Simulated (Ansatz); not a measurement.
# In2O3: changing the functional

The cell as given:

```
In O
1.0
     2.74350    1.58396    4.83667
    -2.74350    1.58396    4.83667
     0.00000   -3.16792    4.83667
In O
4 6
Direct
  0.85731 0.85731 0.85731
  0.64269 0.64269 0.64269
  0.14269 0.14269 0.14269
  0.35731 0.35731 0.35731
  0.04800 0.75000 0.45200
  0.75000 0.45200 0.04800
  0.45200 0.04800 0.75000
  0.95200 0.25000 0.54800
  0.25000 0.54800 0.95200
  0.54800 0.95200 0.25000
```

Kept alike: task relaxation of cell and atoms; k mesh 6 × 6 × 6; occupations fermi-dirac, width 0.05 eV; no spin polarisation. Program: Ansatz, Ansatz PAW. Cutoffs run from 420 to 500 eV. The mesh is that of the run's cell of 10 atoms. No spin-orbit coupling.

| run | band gap (eV) | volume (Å³/atom) |
| --- | --- | --- |
| A | 1.804 | 12.751 |
| B | 1.115 | 12.752 |
| C | 1.290 | 12.377 |

Gaps hold for each row's own relaxed cell. The relaxations keep at least the cell's symmetry (R-3c). Relaxations stop with a little pressure left, so the last digits of a volume or edge aren't settled. Ansatz's relaxations hold a Pulay term in the stress (up to 0.9 GPa here). A gap read on the mesh alone can miss an edge between its points. All rows use potentials made for PBE.

Q: The runs differ in the functional (and the cutoff that goes with it) alone: LDA; PBEsol; r2SCAN. Which run is which?

A: Run A is r2SCAN; run B is PBEsol; run C is LDA. The band gap runs from 1.115 (PBEsol) to 1.804 eV (r2SCAN). The volume runs from 12.377 (LDA) to 12.752 Å³/atom (PBEsol).
